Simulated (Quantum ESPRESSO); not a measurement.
# GaN under changes of volume

One of the cells (11.444 Å³/atom); the others are scaled copies at fixed shape and fractional positions:

```
Ga N
1.0
     0.00000    2.25350    2.25350
     2.25350    0.00000    2.25350
     2.25350    2.25350    0.00000
Ga N
1 1
Direct
  0.00000 0.00000 0.00000
  0.25000 0.25000 0.25000
```

The cell is a database's computed one.

| Item | Value |
| --- | --- |
| Program | Quantum ESPRESSO 7.5 |
| Functional | BEEF-vdW |
| Potentials or basis | PseudoDojo 0.4.1 SR PBE standard |
| Cutoff | 1143 eV |
| Density cutoff | 4572 eV |
| k mesh | 10 × 10 × 10 |
| Occupations | fermi-dirac, width 0.05 eV |
| Spin | no spin polarisation |

```csv
volume (Å³/atom),energy over the lowest point (meV/atom),pressure (GPa),gap on the mesh (eV)
10.757,62.34,19.8,2.38
10.986,37.66,14.8,2.23
11.215,19.71,10.4,2.09
11.444,?,?,?
11.673,1.41,2.7,1.82
11.902,0.00,-0.7,1.68
12.131,3.10,-3.7,1.55
```

Question: What does the run at 11.444 Å³/atom give?

Answer: Energy over the lowest point 7.81 meV/atom; pressure 6.3 GPa; gap on the mesh 1.95 eV.

Worked out: A Birch-Murnaghan fit of order 3 (a polynomial in V^(-2/3)) to the other rows has its minimum at 11.86 Å³/atom with B0 = V·E''(V) = 167 GPa and B' = 4.1. It gives 7.81 meV/atom at 11.444 Å³/atom, against the run's 7.81, and -dE/dV = 6.3 GPa, against 6.3. A straight line through the other rows of the gap, of slope -6.88 eV per unit of ln V (its deformation potential), gives 1.95 eV, against the run's 1.95.

Energies are extrapolated to zero smearing.

Caveats: the potentials were made for another functional, which shifts forces and pressure.

Spin-orbit coupling on Ga is left out.
